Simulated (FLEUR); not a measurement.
**Si: equation of state with PBEsol**

Si:

```
CELL_PARAMETERS angstrom
0.00000 2.72185 2.72185
2.72185 0.00000 2.72185
2.72185 2.72185 0.00000
ATOMIC_POSITIONS crystal
Si 0.50000 0.50000 0.50000
Si 0.75000 0.75000 0.75000
```

```yaml
Program: FLEUR MaX-R8.1 (later development tree)
Task: equation of state
Functional: PBEsol
Potentials_or_basis: all-electron
Basis: FLAPW
Kmax: 4.9 1/bohr
k_mesh: 8 × 8 × 8
Occupations: fermi-dirac, width 0.05 eV
Spin: no spin polarisation
```

* Equilibrium volume: 20.04 Å³/atom
* Bulk modulus: 94 GPa
* Pressure derivative of the bulk modulus: 4.3

Energy against volume, from the lowest point:
| volume (Å³/atom) | energy (meV/atom) |
| --- | --- |
| 18.955 | 18.86 |
| 19.358 | 7.08 |
| 19.761 | 0.99 |
| 20.165 | 0.00 |
| 20.568 | 3.62 |
| 20.971 | 11.38 |
| 21.375 | 22.86 |
